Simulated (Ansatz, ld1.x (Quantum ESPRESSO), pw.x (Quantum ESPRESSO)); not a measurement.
## Which Ge potential is closest to all-electron in the fcc crystal?

All use PBE, scalar-relativistic, no spin, cutoffs from each file’s atomic test, pw.x 7.5; 13³ k-points, Fermi–Dirac smearing 0.01 Ry. Δ is the rms difference from all-electron LAPW of the E(V) curves that follow from fits to the pressures, over ±6 % in volume. Mesh and smearing are coarse and serve the comparison alone. The files are a selection: those with a ghost or negative overlap were mostly not run, and those with noisy or unconverged pressures or nearly equal Δ are left out.

All-electron: a0 = 4.278 Å (V0 = 19.58 Å³/atom), B0 = 60.8 GPa.

Q: Rank them by Δ, smallest first.
A. PAW, ld1.x (Quantum ESPRESSO) 7.5, PBE; core [Ar] 3d10, reference 4s1.5 4p2.5; waves: 4s (bound): rcut 1.65, rcutus 1.90 bohr; 4s channel at -0.5 Ry: rcut 1.65, rcutus 1.90 bohr; 4p (bound): rcut 1.95, rcutus 2.45 bohr; 4p channel at 0.35 Ry: rcut 1.95, rcutus 2.45 bohr; 4d channel at 0.4 Ry: rcut 1.90, rcutus 2.40 bohr; 4d channel at 3.15 Ry: rcut 1.90, rcutus 2.40 bohr; local part: all-electron potential smoothed inside 1.90 bohr (lloc = -2); core correction: Bessel-smoothed model core, default radius (core density twice the valence density); augmentation: PSQ, inside the norm-conserving radii.
B. PAW, ld1.x (Quantum ESPRESSO) 7.5, PBE; core [Ar] 3d10, reference 4s2 4p2; waves: 4s (bound): rcut 1.55, rcutus 1.65 bohr; 4s channel at 0.75 Ry: rcut 1.55, rcutus 1.65 bohr; 4p (bound): rcut 2.05, rcutus 2.55 bohr; 4p channel at 0.05 Ry: rcut 2.05, rcutus 2.55 bohr; 4d channel at 0.25 Ry: rcut 1.80, rcutus 2.15 bohr; local part: all-electron potential smoothed inside 1.25 bohr (lloc = -2); core correction: a·sin(br)/r model core, default radius (core density twice the valence density); augmentation: PSQ, inside the norm-conserving radii.
C. norm-conserving Troullier–Martins (Kleinman–Bylander form), ld1.x (Quantum ESPRESSO) 7.5, PBE; core [Ar] 3d10, reference 4s2 4p2; waves: 4s (bound): rc 1.95 bohr; 4p (bound): rc 2.45 bohr; 4d channel at 0.05 Ry: rc 2.45 bohr; local part: the d channel; core correction: none.

A: A (0.3 meV/atom), B (3.4 meV/atom), C (12.7 meV/atom).
